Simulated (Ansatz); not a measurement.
# Formation energy of BaZrO3 in the perovskite structure

The computed numbers are results of PBE, scalar-relativistic (no spin polarisation) in the plane-wave PAW code Ansatz at 420 eV, 8×8×8 k-mesh, Gaussian smearing of 0.05 eV. The datasets are Ansatz's generated set soft_2.

The start was a prototype's sites filled with these elements; the Crystallography Open Database holds the compound in this structure. The ideal cubic cell shuts out tilts of the octahedra, which such structures often take.

Symmetry: Pm-3m, No. 221, cubic system. The conventional cell has a = 4.228 Å, b = 4.228 Å, c = 4.228 Å, α = 90.00°, β = 90.00°, γ = 90.00°. Ba (site symmetry m-3m) is surrounded by 12 O at 2.99 Å. Zr (site symmetry m-3m) has 6 O at 2.11 Å as nearest neighbours. O (site symmetry 4/mmm) is surrounded by 2 Zr at 2.11 Å. (Neighbours are counted to 15 % beyond the shortest distance.)

The elements were computed in their standard states (gases as isolated molecules) with the same datasets, cutoff and functional. Total energies depend on the potentials used, so only differences within one code and one set of settings carry meaning.

Energy of the relaxed cell (5 atoms, smearing extrapolated to zero): -11844.695 eV. Elements, in eV/atom: Ba -5949.540, Zr -4183.837, O -564.968.

What is the formation energy?

[-11844.695 − (1 × -5949.540 + 1 × -4183.837 + 3 × -564.968)] / 5 = -3.28 eV/atom, or -317 kJ per mole of atoms.

The value is for 0 K, without zero-point energy and without any correction for the binding of gas molecules. Uncorrected semilocal values for oxides, chalcogenides and halides often miss by tenths of an eV an atom. A negative value shows stability against the elements alone, not against other compounds or structures.

Bader charges against formal ones: Ba +1.54 (+2), Zr +2.55 (+4), O −1.36 (−2). The cations give up 68 % of the formal charge; Bader charges stay under formal ones because the anions' density reaches into the cations' basins.

Formal charges Ba²⁺, Zr⁴⁺, O²⁻ balance and leave closed shells on every ion, so a band insulator is expected, and the gap is 3.18 eV.

Kohn–Sham gaps of semilocal functionals lie under measured ones, often by a third or more. Scalar-relativistic only: spin–orbit splittings of the heavy atoms' levels are missing.
